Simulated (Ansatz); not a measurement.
Bi: which structure is lowest?

Method: DFT, PBE, plane waves (420 eV) with PAW, scalar-relativistic in Ansatz.

Each structure is relaxed within its own symmetry, so a high-lying one may be dynamically unstable.

| structure | ΔE (meV/atom) | V (Å³/atom) | cell | magnetic state |
| --- | --- | --- | --- | --- |
| A7 rhombohedral | 0 | 36.84 | a = 4.585 Å, c = 12.140 Å (c/a = 2.648) | spin not included |
| simple cubic | 47 | 35.20 | a = 3.277 Å | spin not included |
| bcc | 132 | 31.66 | a = 3.986 Å | spin not included |
| hcp | 139 | 31.63 | a = 3.542 Å, c = 5.823 Å (c/a = 1.644) | spin not included |
| omega (AlB2-type) | 142 | 32.01 | a = 5.732 Å, c = 3.375 Å (c/a = 0.589) | spin not included |
| dhcp | 156 | 31.72 | a = 3.525 Å, c = 11.789 Å (c/a = 3.344) | spin not included |
| fcc | 185 | 31.85 | a = 5.032 Å | spin not included |
| diamond | 192 | 48.51 | a = 7.294 Å | spin not included |
| A15 | 258 | 32.54 | a = 6.385 Å | spin not included |

ΔE counts from A7 rhombohedral.

Differences under about 8 meV lie within the error of the k-point mesh.
